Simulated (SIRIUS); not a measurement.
Co, 2 atoms in the cell. Symmetry: P6_3/mmc, No. 194, hexagonal system. Conventional cell: a = 2.472 Å, b = 2.472 Å, c = 4.021 Å, α = 90.00°, β = 90.00°, γ = 120.00°. Co (site symmetry -6m2) has 12 Co at 2.47 Å as nearest neighbours. 

| Property | Result |
| --- | --- |
| Program | SIRIUS 7.12.0 |
| Task | single point |
| Functional | WC |
| Potentials or basis | PseudoDojo 0.4.1 PBE standard (scalar relativistic) |
| Cutoff | 1307 eV |
| Density cutoff | 5227 eV |
| k mesh | 5 × 5 × 3 |
| Occupations | fermi-dirac, width 0.05 eV |
| Spin | collinear spin, ferromagnetic start |
| Starting moments | [2.0, 2.0] μB |
| Libxc names | ["XC_GGA_X_WC", "XC_GGA_C_PBE"] |
| Energy tol | 1e-08 Ha |
| Density tol | 1e-06 |
| Mixer | anderson |
| Mixing beta | 0.5 |
| Max scf | 100 |
| Radial cutoff for the potentials' integrals | 6.5 bohr |

Potentials or basis: PseudoDojo 0.4.1 PBE standard (scalar relativistic).

Run with:

```bash
$ upf_to_json Co.upf
$ OMP_NUM_THREADS=1 sirius.scf --input=sirius.json --output=out.json --task=0
```

Hardware: 1 thread of Intel(R) Xeon(R) Platinum 8488C (Sapphire Rapids) (shared host).

Q: Estimate the wall time of this run.

A: Run time: 16 s on 1 thread of Intel(R) Xeon(R) Platinum 8488C (Sapphire Rapids), on a shared host, peak memory 0.18 GiB. Counts: scf iterations 14, k points 10, plane waves 2297, bands 26.
